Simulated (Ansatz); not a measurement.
NaCl:

```xyz
2
Lattice="3.5022 0.0000 0.0000 0.0000 3.5022 0.0000 0.0000 0.0000 3.5022" Properties=species:S:1:pos:R:3 pbc="T T T"
Cl    1.7511    1.7511    1.7511
Na    0.0000    0.0000    0.0000
```

Measurements of this composition are mostly on another form, of space group No. 225.

Base run:

* Program: Ansatz 0.2.0
* Functional: PBE0
* Potentials or basis: all-electron PAW datasets made for the crystal
* Cutoff: 200 eV (chosen from the basis error)
* k mesh: 6 × 6 × 6
* Occupations: fermi-dirac, width 0.05 eV
* Spin: no spin polarisation

Its results: band gap on the k mesh 6.01 eV, indirect (least direct gap 6.54 eV); pressure -0.5 GPa.

Task: The run is repeated on the same cell with these changes: functional from PBE0 to PBEsol; cutoff from 200 eV (chosen from the basis error) to 180 eV (chosen from the basis error). What comes out?

Result: Band gap on the k mesh 3.84 eV, indirect (least direct gap 4.34 eV); pressure -1.2 GPa.

PBE0 gives the wider gap, since exact exchange removes part of the self-interaction.

A k mesh can miss the band edges.
